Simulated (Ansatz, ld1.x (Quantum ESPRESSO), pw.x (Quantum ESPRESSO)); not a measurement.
# Ru (Z = 44): one change to the RRKJ potential, in the atom and in the fcc crystal

Ru, norm-conserving RRKJ (Kleinman–Bylander form), made with ld1.x (Quantum ESPRESSO) 7.5 (PBE, scalar-relativistic). Core [Kr], reference 4d7 5s0 5p1. Waves: 5p (bound): rc 3.25 bohr; 4d (bound): rc 1.45 bohr; 5s (bound, empty): rc 2.65 bohr. Local part: the s channel. Core correction: none. rho0 = 0.02.

Change: wave 5s (bound): rc 2.65 bohr becomes 5s (bound): rc 1.70 bohr.

Cutoffs, loose and tight: the cutoffs (Ry, on a coarse ladder) from which the occupation-weighted sum of valence levels, in a spherical-Bessel basis at the reference potential, stays within 10 and 1 mRy of its value at 400 Ry. They do not see the model core or the augmentation charge, which bear on the density cutoff. Test errors are all-electron minus pseudo excitation energies from the reference, over the configurations 4d7 5s1 5p0; 4d7 5s0 5p0; 4d6 5s0 5p0; 4d7 5s0.5 5p0; 4d6 5s2 5p0; 4d6 5s1 5p1; 4d8 5s0 5p0; variants that change the core or the reference have their own tests.

Crystal test: fcc Ru in pw.x 7.5, no spin, 15³ k-points, Fermi–Dirac smearing 0.01 Ry, cutoffs set for each file from its atomic test. The reference is all-electron LAPW (Ansatz 0.2.0) with the same functional, mesh and smearing; V0 and B0 come from Birch–Murnaghan fits to the pressures at five volumes. Errors are pseudo minus all-electron; Δ is the rms difference of the E(V) curves that follow from these fits, minima aligned, over ±6 % about the mean V0. Mesh and smearing are coarse, so the numbers serve the comparison and aren't converged zero-temperature values; the lattice is a test structure that the element need not adopt.

All-electron: a0 = 3.812 Å (V0 = 13.85 Å³/atom), B0 = 303.1 GPa.

Question: Does the change bring the crystal closer to the all-electron result?

Answer: The mean pressure error goes from +15.78 to +4.50 GPa, so the change moves the solid closer to the all-electron pressures.

```
                       quantity       base    changed
                 outcome (atom)  generated  generated
           cutoff, loose (atom)      50 Ry      50 Ry
           cutoff, tight (atom)      90 Ry      90 Ry
            bound ghosts (atom)       none       none
largest test error (meV) (atom)       -114       +543
           cutoffs in pw.x (Ry)    110/440    110/440
                         a0 (Å)          –      3.831
                   a0 error (%)          –      +0.48
                   B0 error (%)          –       -2.7
                   Δ (meV/atom)          –       13.2
      mean pressure error (GPa)     +15.78      +4.50
```

A dash: not determined, or the minimum lies outside the volumes sampled.

Base: The largest radius (3.25 bohr) exceeds half the bond length (2.54 bohr), so the spheres overlap, which is one possible source of error among others. This is a poor potential for the solid. Changed file: The largest radius (3.25 bohr) exceeds half the bond length (2.54 bohr), so the spheres overlap, which is one possible source of error among others. The logarithmic derivative shows an extra or strongly shifted pseudo pole above the reference energy (s near 0.04 Ry). The atomic cutoffs weigh occupied waves only.
